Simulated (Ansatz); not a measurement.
# Phases of Ba at 14 GPa

Structure types of Ba are relaxed in primitive cells with their symmetry kept at 14 GPa, on PAW files; LAPW relaxes the small cells further and takes the PAW cell for the others (marked *). The enthalpy is E + pV at zero temperature, without zero-point motion. Only the types listed were tried, and differences under about 5 meV/atom are mesh noise. The real phase may be another.

Computed with Ansatz 0.2.0; functional PBE, scalar-relativistic. Settings: Fermi–Dirac smearing of 0.05 eV, no spin polarisation. Methods: LAPW: all electrons, basis error target 0.5 meV/atom; PAW: frozen-core files, cutoff 420 eV.

k meshes: fcc 13×13×13, bcc 14×14×14, hcp 13×13×7, dhcp 10×10×3, sc 12×12×12, omega 7×7×9.

Spin–orbit coupling is left out, which matters for the heavy atoms.

**Question.** Which type is lowest in enthalpy, and by how much?

**Answer.** hcp, 37 meV/atom below dhcp. The whole table:

```tsv
start type	ends as	a, b, c (Å)	V (Å³/atom)	H − H(lowest), LAPW (meV/atom)	same, PAW
fcc	fcc, Fm-3m	4.976, 4.976, 4.976	30.80	55.5	55.5
bcc	bcc, Im-3m	4.009, 4.009, 4.009	32.22	113.7	113.8
hcp	hcp, P6_3/mmc	3.628, 3.628, 5.369	30.60	0.0	0.0
dhcp*	dhcp, P6_3/mmc	3.525, 3.525, 11.319	30.45	36.7	36.7
sc	sc, Pm-3m	3.154, 3.154, 3.154	31.36	272.4	272.2
omega	omega, P6/mmm	5.566, 5.566, 3.437	30.73	70.2	70.1
```

**Question.** Split the lead of hcp over dhcp into energy and pV.

**Answer.** For dhcp less hcp: ΔE = +49.6 meV/atom, and p·ΔV = 14 GPa × -0.1471 Å³ × 6.242 meV/(GPa·Å³) = -12.9 meV/atom, together 36.7 meV/atom. hcp wins by its internal energy, though it is the less dense.
